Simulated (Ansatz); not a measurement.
# SnO2: a line through an energy map

One line of a two-coordinate grid on SnO₂ (P4_2/mnm, No. 136; 6 atoms in the cell): c/a of the conventional cell at fixed volume is varied, at shift of O3 along [1 1 0] = −0.05 Å.

Computed with Ansatz 0.2.0 (DFT PBE, scalar-relativistic, plane waves, PAW, unless a step's input says otherwise).

74 further runs of the same task are left out: 74 set aside as unsound or not needed. Runs told in other sessions of the task aren't counted.

## 1. Starting point

Symmetry: P4_2/mnm, No. 136, tetragonal system. The conventional cell has a = 4.828 Å, b = 4.828 Å, c = 3.238 Å, α = 90.00°, β = 90.00°, γ = 90.00°. Sn (site symmetry mmm) is surrounded by 6 O at 2.09 Å. O (site symmetry m2m) is surrounded by 3 Sn at 2.09 Å.

Structure file:

```cif
data_structure
_symmetry_space_group_name_H-M 'P 1'
_symmetry_Int_Tables_number 1
_cell_length_a 4.8278
_cell_length_b 4.8278
_cell_length_c 3.2379
_cell_angle_alpha 90.000
_cell_angle_beta 90.000
_cell_angle_gamma 90.000
_cell_volume 75.47
loop_
_atom_site_label
_atom_site_type_symbol
_atom_site_fract_x
_atom_site_fract_y
_atom_site_fract_z
_atom_site_occupancy
Sn1 Sn 0.50000 0.50000 0.50000 1
Sn2 Sn 0.00000 0.00000 0.00000 1
O1 O 0.30657 0.30663 0.00000 1
O2 O 0.80657 0.19337 0.50000 1
O3 O 0.19343 0.80663 0.50000 1
O4 O 0.69343 0.69337 0.00000 1
```

It goes back to an entry of the Materials Project, which need not be the stable form.

This cell was relaxed beforehand with the same method: volume 12.58 Å³/atom, gap on the mesh 0.68 eV.

## 2. What is varied

Atoms count from 1 in the order of the input.

The energy is mapped over a free internal coordinate and the cell.

The axes are (1) shift of O3 along [1 1 0], its symmetry partners moved as symmetry demands (measured in the relaxed cell): 11 values from −0.25 Å; (2) c/a of the conventional cell at fixed volume: 11 values from 0.617 to 0.724.

Nothing else is relaxed (all other coordinates fixed). Energies count from the relaxed crystal. Points are written as (first, second).

## 3. The run at (−0.05 Å, 0.617)

input.yaml reads:

```yaml
crystal:
  lattice:
    - [4.9639256357, 0.0, 0.0]
    - [0.0, 4.9639396849, 0.0]
    - [0.0, 0.0, 3.0627421172]
  atoms:
    - { symbol: Sn, position: [0.5, 0.5, 0.5] }
    - { symbol: Sn, position: [0.0, 0.0, 0.0] }
    - { symbol: O, position: [0.2992491604, 0.2993070528, 0.0] }
    - { symbol: O, position: [0.7992491604, 0.2006929472, 0.5] }
    - { symbol: O, position: [0.2007508396, 0.7993070528, 0.5] }
    - { symbol: O, position: [0.7007508396, 0.7006929472, 0.0] }
basis:
  ecutwfc: 520.0
kpoints:
  mp_grid: { grid: [6, 6, 8] }
hamiltonian:
  xc: pbe
  pseudopotentials: { kind: paw, azcp: { folder: soft_1 } }
scf:
  occupations: { method: gaussian, width: 0.05 }
output:
  forces: true
  stress: true
  eigenvalues: true
```

Run with:

```bash
> ansatz run input.yaml --threads 2 --pin off --max-ram 4096MiB --backend cpu --events-out ev --progress --plain --runs-dir out
```

The session goes on with these runs: the other points of the line.

What does the calculation give? Wanted: for each run, c/a of the conventional cell at fixed volume; energy; slope; pressure; largest force on an atom.

**Answer**, as computed:

| c/a of the conventional cell at fixed volume | step | energy (meV/atom) | slope (meV/atom per unit) | pressure (GPa) | band gap on the k-mesh (eV) | largest force on an atom (eV/Å) |
| --- | --- | --- | --- | --- | --- | --- |
| 0.617 | 3 | 50 | −1480 | 1.52 | 0.70 | 0.80 |
| 0.628 | 4 | 37 | −1107 | 0.87 | 0.66 | 0.83 |
| 0.638 | 5 | 27 | −768 | 0.31 | 0.62 | 0.86 |
| 0.649 | 6 | 20 | −457 | −0.15 | 0.58 | 0.89 |
| 0.660 | 7 | 17 | −172 | −0.54 | 0.54 | 0.93 |
| 0.671 | – | 16 | 91 | −0.85 | 0.51 | 0.96 |
| 0.681 | 8 | 19 | 331 | −1.07 | 0.48 | 1.00 |
| 0.692 | 9 | 23 | 550 | −1.23 | 0.46 | 1.04 |
| 0.703 | 10 | 30 | 752 | −1.30 | 0.45 | 1.08 |
| 0.714 | 11 | 39 | 935 | −1.31 | 0.44 | 1.12 |
| 0.724 | 12 | 50 | 1103 | −1.25 | 0.44 | 1.17 |

Energies count from the relaxed crystal. Rows without a step come from runs not printed here or follow by symmetry. Slopes come from the forces (and the stress, where the cell changes), not from differences of energies.

What this shows: Of the points computed the energy is lowest at 0.671, 16 meV/atom from the zero. Energies and slopes round the minimum, fitted together, put the minimum at 0.6668, with a curvature of about 24000 meV/atom per (unit)². The highest point computed, at 0.617, lies 34 meV/atom above the lowest. This is one cut through a surface in two coordinates; the map's lowest point lies off it.

The gaps are Kohn-Sham values of a semilocal functional, not quasiparticle or optical gaps. Such gaps usually fall short of the measured ones. Spin-orbit coupling is left out, though the cell holds Sn; it can move the gap.
